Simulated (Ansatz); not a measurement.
# GaN (P6_3mc): the host for defect calculations, part 2 of 3

Aim: the runs on the perfect crystal GaN (P6_3mc) that a defect calculation needs first.

Ansatz 0.2.0; plane-wave PAW DFT, r2SCAN; relaxation of the host's cell and atoms; PAW set soft_1 (the session's first sound run).

So far. Step 3 (Dielectric tensors of the host): The principal values of the electronic dielectric tensor are 5.83, 5.83 and 6.02. The principal values of the static dielectric tensor are 10.10, 10.10 and 11.19.

**4. Defect free supercell relaxed in its symmetry**

This cell, the one that will hold the defects, is built from the relaxed host. Its coarser k-points can move the atoms a little, so it is relaxed from the symmetric sites, as the reference for the test of stability.

This step: plane-wave PAW DFT, r2SCAN; relaxation of the defect-free supercell in its symmetry; PAW set soft_1 (Ansatz 0.2.0).

System of this step: GaN (P6_3mc). The cell holds 72 atoms: 36 Ga and 36 N. Cell: a = 9.550 Å, b = 9.550 Å, c = 10.368 Å, α = 90.0°, β = 90.0°, γ = 120.0°.

File pristine.symmetric/input.yaml:

```yaml
crystal:
  lattice:
    - [9.5498178172, 0.0, 0.0]
    - [-4.7749089086, 8.2703848312, 0.0]
    - [0.0, 0.0, 10.3676634614]
  atoms:
    - { symbol: Ga, position: [0.2222222222, 0.1111111111, 0.2495531182] }
    - { symbol: Ga, position: [0.1111111111, 0.2222222222, 0.4995531182] }
    - { symbol: "N", position: [0.2222222222, 0.1111111111, 0.4379468818] }
    - { symbol: "N", position: [0.1111111111, 0.2222222222, 0.1879468818] }
    - { symbol: Ga, position: [0.2222222222, 0.1111111111, 0.7495531182] }
    - { symbol: Ga, position: [0.1111111111, 0.2222222222, 0.9995531182] }
    - { symbol: "N", position: [0.2222222222, 0.1111111111, 0.9379468818] }
    - { symbol: "N", position: [0.1111111111, 0.2222222222, 0.6879468818] }
    - { symbol: Ga, position: [0.2222222222, 0.4444444444, 0.2495531182] }
    - { symbol: Ga, position: [0.1111111111, 0.5555555556, 0.4995531182] }
    - { symbol: "N", position: [0.2222222222, 0.4444444444, 0.4379468818] }
    - { symbol: "N", position: [0.1111111111, 0.5555555556, 0.1879468818] }
    - { symbol: Ga, position: [0.2222222222, 0.4444444444, 0.7495531182] }
    - { symbol: Ga, position: [0.1111111111, 0.5555555556, 0.9995531182] }
    - { symbol: "N", position: [0.2222222222, 0.4444444444, 0.9379468818] }
    - { symbol: "N", position: [0.1111111111, 0.5555555556, 0.6879468818] }
    - { symbol: Ga, position: [0.2222222222, 0.7777777778, 0.2495531182] }
    - { symbol: Ga, position: [0.1111111111, 0.8888888889, 0.4995531182] }
    - { symbol: "N", position: [0.2222222222, 0.7777777778, 0.4379468818] }
    - { symbol: "N", position: [0.1111111111, 0.8888888889, 0.1879468818] }
    - { symbol: Ga, position: [0.2222222222, 0.7777777778, 0.7495531182] }
    - { symbol: Ga, position: [0.1111111111, 0.8888888889, 0.9995531182] }
    - { symbol: "N", position: [0.2222222222, 0.7777777778, 0.9379468818] }
    - { symbol: "N", position: [0.1111111111, 0.8888888889, 0.6879468818] }
    - { symbol: Ga, position: [0.5555555556, 0.1111111111, 0.2495531182] }
    - { symbol: Ga, position: [0.4444444444, 0.2222222222, 0.4995531182] }
    - { symbol: "N", position: [0.5555555556, 0.1111111111, 0.4379468818] }
    - { symbol: "N", position: [0.4444444444, 0.2222222222, 0.1879468818] }
    - { symbol: Ga, position: [0.5555555556, 0.1111111111, 0.7495531182] }
    - { symbol: Ga, position: [0.4444444444, 0.2222222222, 0.9995531182] }
    - { symbol: "N", position: [0.5555555556, 0.1111111111, 0.9379468818] }
    - { symbol: "N", position: [0.4444444444, 0.2222222222, 0.6879468818] }
    - { symbol: Ga, position: [0.5555555556, 0.4444444444, 0.2495531182] }
    - { symbol: Ga, position: [0.4444444444, 0.5555555556, 0.4995531182] }
    - { symbol: "N", position: [0.5555555556, 0.4444444444, 0.4379468818] }
    - { symbol: "N", position: [0.4444444444, 0.5555555556, 0.1879468818] }
    - { symbol: Ga, position: [0.5555555556, 0.4444444444, 0.7495531182] }
    - { symbol: Ga, position: [0.4444444444, 0.5555555556, 0.9995531182] }
    - { symbol: "N", position: [0.5555555556, 0.4444444444, 0.9379468818] }
    - { symbol: "N", position: [0.4444444444, 0.5555555556, 0.6879468818] }
    - { symbol: Ga, position: [0.5555555556, 0.7777777778, 0.2495531182] }
    - { symbol: Ga, position: [0.4444444444, 0.8888888889, 0.4995531182] }
    - { symbol: "N", position: [0.5555555556, 0.7777777778, 0.4379468818] }
    - { symbol: "N", position: [0.4444444444, 0.8888888889, 0.1879468818] }
    - { symbol: Ga, position: [0.5555555556, 0.7777777778, 0.7495531182] }
    - { symbol: Ga, position: [0.4444444444, 0.8888888889, 0.9995531182] }
    - { symbol: "N", position: [0.5555555556, 0.7777777778, 0.9379468818] }
    - { symbol: "N", position: [0.4444444444, 0.8888888889, 0.6879468818] }
    - { symbol: Ga, position: [0.8888888889, 0.1111111111, 0.2495531182] }
    - { symbol: Ga, position: [0.7777777778, 0.2222222222, 0.4995531182] }
    - { symbol: "N", position: [0.8888888889, 0.1111111111, 0.4379468818] }
    - { symbol: "N", position: [0.7777777778, 0.2222222222, 0.1879468818] }
    - { symbol: Ga, position: [0.8888888889, 0.1111111111, 0.7495531182] }
    - { symbol: Ga, position: [0.7777777778, 0.2222222222, 0.9995531182] }
    - { symbol: "N", position: [0.8888888889, 0.1111111111, 0.9379468818] }
    - { symbol: "N", position: [0.7777777778, 0.2222222222, 0.6879468818] }
    - { symbol: Ga, position: [0.8888888889, 0.4444444444, 0.2495531182] }
    - { symbol: Ga, position: [0.7777777778, 0.5555555556, 0.4995531182] }
    - { symbol: "N", position: [0.8888888889, 0.4444444444, 0.4379468818] }
    - { symbol: "N", position: [0.7777777778, 0.5555555556, 0.1879468818] }
    - { symbol: Ga, position: [0.8888888889, 0.4444444444, 0.7495531182] }
    - { symbol: Ga, position: [0.7777777778, 0.5555555556, 0.9995531182] }
    - { symbol: "N", position: [0.8888888889, 0.4444444444, 0.9379468818] }
    - { symbol: "N", position: [0.7777777778, 0.5555555556, 0.6879468818] }
    - { symbol: Ga, position: [0.8888888889, 0.7777777778, 0.2495531182] }
    - { symbol: Ga, position: [0.7777777778, 0.8888888889, 0.4995531182] }
    - { symbol: "N", position: [0.8888888889, 0.7777777778, 0.4379468818] }
    - { symbol: "N", position: [0.7777777778, 0.8888888889, 0.1879468818] }
    - { symbol: Ga, position: [0.8888888889, 0.7777777778, 0.7495531182] }
    - { symbol: Ga, position: [0.7777777778, 0.8888888889, 0.9995531182] }
    - { symbol: "N", position: [0.8888888889, 0.7777777778, 0.9379468818] }
    - { symbol: "N", position: [0.7777777778, 0.8888888889, 0.6879468818] }
basis:
  ecutwfc: 500
  xc_grid: 2
hamiltonian:
  xc: r2scan
  pseudopotentials: { kind: paw, azcp: { folder: soft_1 } }
kpoints:
  mp_grid: { grid: [1, 1, 1] }
scf:
  occupations: { method: fermi_dirac, width: 0.01 }
  max_iter: 100
  lower_state_search: "off"
output:
  forces: true
relax:
  f_tol: 0.015
  max_steps: 60
  escape_saddle: false
checkpoint:
  write: "../pristine.symmetric.run"
  compress: false
  write_wavefunctions: false
  write_every: 100000
```

The run is started by

```bash
ansatz run input.yaml --threads 32 --pin off --max-ram 84787MiB --backend cuda --events-out ev --progress --plain --runs-dir out --max-vram 78GiB
```

Numbers of over 12 decimals in the logs are rounded to 6 here.

Log:

```text
[...]
device memory: the entry about to start is reckoned to put 3.9 GiB on a device that reports 174.4 GiB free (of which the cap on the GPU budget leaves the run 78.0 GiB)
GPU FFT provider: cuFFT
GPU libraries: cuBLAS 13.8.1, cuFFT 12.4.0, cuSOLVER 12.3.2
GPU matrix products: emulated (plane waves: as basis.precision tells), large ones in fixed point in workspaces of 1.00 GiB
Crystal: 72 atoms, lattice volume = 818.845 Å³
Basis set: ecut = 500 eV, 20899 PW (Γ), exchange–correlation on 144×144×160 points (8 copies of the dense FFT grid, shifted against one another)
Bands: 396, of which v1, the nominal top of the filled ones, is band 324 counted from 1 (323 counted from 0)
Symmetry: 216 space group operations
[...]
k-points: 1
[...]
GPU buffer pool allocated for 414720 grid points (all kernels)
GPU transforms: local potential: pruned to the plane-wave sphere, on 72×72×75; band sums: pruned to the plane-wave sphere, on 72×72×80
[...]
SCF iter   1: F=-150310.483914 eV  HF=-150363.777484 eV  |Δ(HF+E_count)|=         —  Δρ=1.19e-1  dr2=9.52e1  dr2_τ=1.11e1  Hψ=1270
[...]
SCF iter   3: F=-150344.687752 eV  HF=-150344.939702 eV  |Δ(HF+E_count)|=    1.48e0  Δρ=1.83e-2  dr2=2.06e0  dr2_τ=1.35e-1  Hψ=336
automatic band count: iteration 3 solves 375 bands in place of 396: the levels show a gap, and the empty bands left out lie too high to hold charge; the band table lists the bands solved (type scf.n_extra_bands for more)
SCF iter   4: F=-150344.882125 eV  HF=-150344.857988 eV  |Δ(HF+E_count)|=   8.17e-2  Δρ=3.39e-3  dr2=6.76e-2  dr2_τ=3.21e-3  Hψ=660
[...]
SCF iter   8: F=-150344.893507 eV  HF=-150344.893506 eV  |Δ(HF+E_count)|=   3.50e-5  Δρ=1.96e-5  dr2=3.16e-6  dr2_τ=8.25e-8  Hψ=1352
SCF 1 converged in 8 iterations: F = -150344.893507 eV  dr2 = 3.16e-6
[...]
relax step   1: F+E_penalty+E_count = -150344.89350704 eV  Δ(F+E_penalty+E_count) = +0.000e0 eV  max|allowed force component| = 1.639e-2 eV/Å  Δτ_max = 0.0000 Å  (8 SCF iters, dr2 threshold 5.63e-6 eV, accepted)
[...]
SCF iter   4: F=-150344.893715 eV  HF=-150344.893715 eV  |Δ(HF+E_count)|=   1.67e-7  Δρ=2.16e-6  dr2=3.38e-8  dr2_τ=1.71e-9  Hψ=1307
SCF 2 converged in 4 iterations: F = -150344.893715 eV  dr2 = 3.38e-8
relax step   2: F+E_penalty+E_count = -150344.89371511 eV  Δ(F+E_penalty+E_count) = -2.081e-4 eV  max|allowed force component| = 1.150e-2 eV/Å  Δτ_max = 0.0002 Å  (4 SCF iters, accepted)
[...]
SCF iter   2: F=-150344.893715 eV  HF=-150344.893715 eV  |Δ(HF+E_count)|=   1.05e-9  Δρ=1.36e-6  dr2=1.35e-8  dr2_τ=2.71e-10  Hψ=1045
SCF 3 converged in 2 iterations: F = -150344.893715 eV  dr2 = 1.35e-8
SCF converged after 2 iterations
Free energy (F): -150344.893715 eV
[...]
Internal energy: -150344.893715 eV  (E = F + TS)
E sigma→0 (E₀):  -150344.893715 eV
Fermi energy:    10.709104 eV
[...]
--- Forces (eV/Å), atoms counted from 1 ---
  atom   1  Ga    -0.00000000    -0.00000000     0.01176025
  atom   2  Ga    -0.00000000     0.00000000     0.01176025
  atom   3  N     -0.00000000     0.00000000    -0.01125823
  atom   4  N      0.00000000     0.00000000    -0.01125823
  atom   5  Ga    -0.00000000     0.00000000     0.01176025
  atom   6  Ga    -0.00000000     0.00000000     0.01176025
  [... 66 more lines of this table ...]
  max |Σ_I F_I| component: 1.81e-2 eV/Å
--- Relaxed structure (2 steps of the walk, 2 accepted, 0 SCFs on fresh bases) ---
  F+E_penalty+E_count = -150344.89371511 eV   max|allowed force component| = 1.150e-2 eV/Å
  atoms:
    - { symbol: Ga, position: [0.222222, 0.111111, 0.249573] }
    - { symbol: Ga, position: [0.111111, 0.222222, 0.499573] }
    - { symbol: N, position: [0.222222, 0.111111, 0.437927] }
    - { symbol: N, position: [0.111111, 0.222222, 0.187927] }
    - { symbol: Ga, position: [0.222222, 0.111111, 0.749573] }
    - { symbol: Ga, position: [0.111111, 0.222222, 0.999573] }
  [... 66 more lines of this table ...]
```

Run time: 1.9 s. Hardware: 1 × NVIDIA GB200 with 32 threads of Arm Neoverse V2, shared host; peak memory 1.2 GiB.

No atom moved by 0.005 Å in the relaxation.

**5. Defect free supercell relaxed from displaced atoms**

This step: plane-wave PAW DFT, r2SCAN; relaxation of the defect-free supercell from random displacements, a test of the host's stability; PAW set soft_1 (Ansatz 0.2.0).

pristine.rattled/input.yaml, as its differences from pristine.symmetric/input.yaml of step 4:

```diff
@@ -94,6 +94,6 @@
   f_tol: 0.015
-  max_steps: 60
-  escape_saddle: false
+  max_steps: 120
+  random_displacement: { amplitude: 0.06, seed: 3911 }
 checkpoint:
-  write: "../pristine.symmetric.run"
+  write: "../pristine.rattled.run"
   compress: false
```

Log:

```text
[...]
Crystal: 72 atoms, lattice volume = 818.845 Å³
Basis set: ecut = 500 eV, 20899 PW (Γ), exchange–correlation on 144×144×160 points (8 copies of the dense FFT grid, shifted against one another)
Bands: 396, of which v1, the nominal top of the filled ones, is band 324 counted from 1 (323 counted from 0)
Symmetry: 1 space group operations
k-points: 1
[...]
SCF iter   1: F=-150307.108716 eV  HF=-150361.349231 eV  |Δ(HF+E_count)|=         —  Δρ=1.20e-1  dr2=9.63e1  dr2_τ=1.13e1  Hψ=1281
[...]
SCF iter   3: F=-150342.024338 eV  HF=-150342.270490 eV  |Δ(HF+E_count)|=    1.50e0  Δρ=1.83e-2  dr2=2.06e0  dr2_τ=1.35e-1  Hψ=336
[...]
SCF 1 converged in 9 iterations: F = -150342.221130 eV  dr2 = 2.04e-6
[...]
relax step   1: F+E_penalty+E_count = -150342.22112963 eV  Δ(F+E_penalty+E_count) = +0.000e0 eV  max|allowed force component| = 2.146e0 eV/Å  Δτ_max = 0.0000 Å  (9 SCF iters, dr2 threshold 5.63e-6 eV, accepted)
[...]
relax step   2: F+E_penalty+E_count = -150344.26322091 eV  Δ(F+E_penalty+E_count) = -2.042e0 eV  max|allowed force component| = 1.056e0 eV/Å  Δτ_max = 0.0709 Å  (7 SCF iters, dr2 threshold 1.00e-4 eV, accepted)
relax step   3: F+E_penalty+E_count = -150344.89374559 eV  Δ(F+E_penalty+E_count) = -6.305e-1 eV  max|allowed force component| = 1.522e-2 eV/Å  Δτ_max = 0.0500 Å  (6 SCF iters, dr2 threshold 6.97e-5 eV, accepted)
relax step   4: F+E_penalty+E_count = -150344.89376246 eV  Δ(F+E_penalty+E_count) = -1.686e-5 eV  max|allowed force component| = 1.518e-2 eV/Å  Δτ_max = 0.0000 Å  (4 SCF iters, accepted)
[...]
SCF iter   2: F=-150344.891541 eV  HF=-150344.891546 eV  |Δ(HF+E_count)|=   7.69e-5  Δρ=1.02e-4  dr2=2.96e-5  dr2_τ=4.03e-7  Hψ=742
[...]
SCF iter   5: F=-150344.893890 eV  HF=-150344.893890 eV  |Δ(HF+E_count)|=   2.32e-8  Δρ=2.24e-6  dr2=4.14e-8  dr2_τ=2.34e-9  Hψ=1295
SCF 5 converged in 5 iterations: F = -150344.893890 eV  dr2 = 4.14e-8
relax step   5: F+E_penalty+E_count = -150344.89388996 eV  Δ(F+E_penalty+E_count) = -1.275e-4 eV  max|allowed force component| = 2.660e-4 eV/Å  Δτ_max = 0.0014 Å  (5 SCF iters, accepted)
[...]
SCF iter   1: F=-150344.893890 eV  HF=-150344.893890 eV  |Δ(HF+E_count)|=         —  Δρ=2.24e-6  dr2=4.15e-8  dr2_τ=2.35e-9  Hψ=1509
[...]
SCF iter   2: F=-150344.893890 eV  HF=-150344.893890 eV  |Δ(HF+E_count)|=   1.54e-9  Δρ=1.36e-6  dr2=1.57e-8  dr2_τ=4.07e-10  Hψ=1047
SCF 6 converged in 2 iterations: F = -150344.893890 eV  dr2 = 1.57e-8
SCF converged after 2 iterations
Free energy (F): -150344.893890 eV
[...]
Internal energy: -150344.893890 eV  (E = F + TS)
E sigma→0 (E₀):  -150344.893890 eV
Fermi energy:    10.709475 eV
[...]
--- Forces (eV/Å), atoms counted from 1 ---
  atom   1  Ga     0.00001462     0.00004783     0.00023408
  atom   2  Ga    -0.00000246    -0.00005592     0.00024847
  atom   3  N      0.00006533    -0.00005924     0.00027951
  atom   4  N      0.00005604    -0.00003248     0.00013594
  atom   5  Ga     0.00001528    -0.00009094     0.00024819
  atom   6  Ga     0.00006124     0.00014992     0.00019063
  [... 66 more lines of this table ...]
  max |Σ_I F_I| component: 1.53e-2 eV/Å
--- Relaxed structure (5 steps of the walk, 5 accepted, 0 SCFs on fresh bases) ---
  F+E_penalty+E_count = -150344.89388996 eV   max|allowed force component| = 2.660e-4 eV/Å
  atoms:
    - { symbol: Ga, position: [0.222543, 0.110686, 0.249469] }
    - { symbol: Ga, position: [0.111432, 0.221796, 0.499470] }
    - { symbol: N, position: [0.222543, 0.110686, 0.437730] }
    - { symbol: N, position: [0.111432, 0.221797, 0.187731] }
    - { symbol: Ga, position: [0.222543, 0.110687, 0.749469] }
    - { symbol: Ga, position: [0.111432, 0.221796, 0.999469] }
  [... 66 more lines of this table ...]
```

Run time: 3.2 s. Hardware: 1 × NVIDIA GB200 with 32 threads; peak memory 1.2 GiB.

The steps of the relaxation:

| step | energy less that of the first step (eV) | largest force component (eV/Å) |
| --- | --- | --- |
| 1 | 0.0000 | 2.1455 |
| 2 | -2.0421 | 1.0560 |
| 3 | -2.6726 | 0.0152 |
| 4 | -2.6726 | 0.0152 |
| 5 | -2.6728 | 0.0003 |

The relaxation ends 37 meV an atom lower than the displaced start, with a largest force component of 2.7e-4 eV/Å.

**6. Host on a dense mesh**

This step: plane-wave PAW DFT, r2SCAN; single point of the defect-free host, a test of the k-point sampling; PAW set soft_1 (Ansatz 0.2.0).

System of this step: GaN (P6_3mc). It takes space group P6_3mc (No. 186, hexagonal). Conventional cell: a = 3.183 Å, b = 3.183 Å, c = 5.184 Å, α = 90.00°, β = 90.00°, γ = 120.00°. Nearest to Ga lie 4 N at 1.95 Å. Nearest to N lie 4 Ga at 1.95 Å. Farther neighbours and most contacts between anions are not listed.

File dense/input.yaml:

```yaml
crystal:
  lattice:
    - [3.1832726057, 0.0, 0.0]
    - [-1.5916363029, 2.7567949437, 0.0]
    - [0.0, 0.0, 5.1838317307]
  atoms:
    - { symbol: Ga, position: [0.6666666667, 0.3333333333, 0.4991062363] }
    - { symbol: Ga, position: [0.3333333333, 0.6666666667, 0.9991062363] }
    - { symbol: "N", position: [0.6666666667, 0.3333333333, 0.8758937637] }
    - { symbol: "N", position: [0.3333333333, 0.6666666667, 0.3758937637] }
basis:
  ecutwfc: 500
  xc_grid: 2
hamiltonian:
  xc: r2scan
  pseudopotentials: { kind: paw, azcp: { folder: soft_1 } }
kpoints:
  mp_grid: { grid: [10, 10, 6] }
scf:
  occupations: { method: fermi_dirac, width: 0.01 }
  max_iter: 100
  lower_state_search: "off"
checkpoint:
  write: "../dense.run"
  compress: false
  write_wavefunctions: false
  write_every: 100000
```

Log:

```text
[...]
GPU FFT provider: cuFFT
GPU libraries: cuBLAS 13.8.1, cuFFT 12.4.0, cuSOLVER 12.3.2
[...]
Crystal: 4 atoms, lattice volume = 45.491 Å³
Basis set: ecut = 500 eV, 1129 PW (Γ), exchange–correlation on 48×48×80 points (8 copies of the dense FFT grid, shifted against one another)
Bands: 22, of which v1, the nominal top of the filled ones, is band 18 counted from 1 (17 counted from 0)
Symmetry: 12 space group operations
[...]
k-points: 56 of 600 (time reversal used)
[...]
GPU buffer pool allocated for 23040 grid points (all kernels)
GPU transforms: local potential and band sums: pruned to the plane-wave sphere, on 24×24×40
[...]
SCF iter   1: F=-8351.002026 eV  HF=-8353.742503 eV  |Δ(HF+E_count)|=         —  Δρ=1.16e-1  dr2=4.96e0  dr2_τ=5.78e-1  Hψ=5135
[...]
SCF iter   9: F=-8352.780591 eV  HF=-8352.780591 eV  |Δ(HF+E_count)|=   5.95e-8  Δρ=5.59e-6  dr2=1.19e-8  dr2_τ=2.03e-10  Hψ=2530
SCF 1 converged in 9 iterations: F = -8352.780591 eV  dr2 = 1.19e-8
[...]
SCF converged after 9 iterations
Free energy (F): -8352.780591 eV
[...]
Internal energy: -8352.780591 eV  (E = F + TS)
E sigma→0 (E₀):  -8352.780591 eV
Fermi energy:    10.649773 eV
[...]
```

It took 1.2 s on 1 × NVIDIA GB200 with 32 threads; peak memory 1 GiB; 2.5 s of CPU time.

**7. Defect free supercell at the zone centre**

The supercell is run at the zone centre, to see how far that sampling misses the dense mesh.

System of this step: GaN (P6_3mc). The cell holds 72 atoms: 36 Ga and 36 N. Its edges and angles: a = 9.550 Å, b = 9.550 Å, c = 10.368 Å, α = 90.0°, β = 90.0°, γ = 120.0°.

pristine.sampling_gamma/input.yaml, as its differences from pristine.rattled/input.yaml of step 5:

```diff
@@ -90,10 +90,4 @@
   lower_state_search: "off"
-output:
-  forces: true
-relax:
-  f_tol: 0.015
-  max_steps: 120
-  random_displacement: { amplitude: 0.06, seed: 3911 }
 checkpoint:
-  write: "../pristine.rattled.run"
+  write: "../pristine.sampling_gamma.run"
   compress: false
```

Log:

```text
[...]
GPU FFT provider: cuFFT
GPU libraries: cuBLAS 13.8.1, cuFFT 12.4.0, cuSOLVER 12.3.2
[...]
Crystal: 72 atoms, lattice volume = 818.845 Å³
Basis set: ecut = 500 eV, 20899 PW (Γ), exchange–correlation on 144×144×160 points (8 copies of the dense FFT grid, shifted against one another)
Bands: 396, of which v1, the nominal top of the filled ones, is band 324 counted from 1 (323 counted from 0)
Symmetry: 216 space group operations
[...]
k-points: 1
[...]
GPU buffer pool allocated for 414720 grid points (all kernels)
[...]
SCF iter   1: F=-150310.483929 eV  HF=-150363.777484 eV  |Δ(HF+E_count)|=         —  Δρ=1.19e-1  dr2=9.52e1  dr2_τ=1.11e1  Hψ=1270
[...]
SCF iter  10: F=-150344.893507 eV  HF=-150344.893507 eV  |Δ(HF+E_count)|=   6.98e-8  Δρ=6.96e-7  dr2=3.77e-9  dr2_τ=1.96e-10  Hψ=707
SCF 1 converged in 10 iterations: F = -150344.893507 eV  dr2 = 3.77e-9
[...]
SCF converged after 10 iterations
Free energy (F): -150344.893507 eV
[...]
Internal energy: -150344.893507 eV  (E = F + TS)
E sigma→0 (E₀):  -150344.893507 eV
Fermi energy:    10.708950 eV
[...]
```

The job ended after 1.3 s (1 × NVIDIA GB200 with 32 threads; peak memory 1.2 GiB).

[end of part 2 of 3]

[Logs are printed without paths, hosts, clocks, repeated set-up lines and the standing remarks that a program may print on its own settings, such as how far it seeks lower states.]

[Hosts, paths, dates, database ids (printed as entryN), source tags and the programs' standing remarks are cut or masked in the printed files.]

[Runs of the host that timed out are not shown.]

[For some hosts the program warned that the k-mesh of the response run may be too coarse for force constants and the static dielectric constant; such warnings are not always shown.]

[The program warned that the k-mesh of a response run behind this text may be too coarse: force constants, and the static dielectric constant and all else formed from them, are not shown converged.]
